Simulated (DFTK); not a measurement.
Crystal: TaN.

```xyz
2
Lattice="2.9380 0.0000 0.0000 -1.4690 2.5444 0.0000 0.0000 0.0000 2.8830" Properties=species:S:1:pos:R:3 pbc="T T T"
Ta    0.0000    0.0000    1.4415
N     1.4690    0.8481    0.0000
```

```yaml
Program: DFTK 0.8.2
Task: single point
Functional: PBE
Potentials_or_basis: dojo.nc.sr.pbe.v0_4_1.standard.upf (PBE)
Cutoff: 1143 eV
k_mesh: 10 × 10 × 9
Occupations: fermi-dirac, width 0.05 eV
Spin: no spin polarisation
```

On this cell: pressure 4.5 GPa; largest force under 0.003 eV/Å; band gap on the k mesh none (metal or under the smearing width).

The same run follows on a disturbed copy (atoms moved at random, drawn with an rms of 0.05 Å):

```xyz
2
Lattice="2.9380 0.0000 0.0000 -1.4690 2.5444 0.0000 0.0000 0.0000 2.8830" Properties=species:S:1:pos:R:3 pbc="T T T"
Ta    0.0214    0.0212    1.3933
N     1.4195    0.8621    0.0169
```

What does the disturbed cell give?

The energy (extrapolated to zero smearing) moves by +32.1 meV/atom; pressure 6.1 GPa; largest force 1.344 eV/Å; band gap on the k mesh none (metal or under the smearing width).

Forces in eV/Å, atoms in the order of the input:
```
Ta  -0.944 -0.133  0.947
N    0.944  0.133 -0.947
```

Stress tensor (GPa, compression positive):
```
 5.79  1.12 -1.68
 1.12  5.07 -0.30
-1.68 -0.30  7.53
```
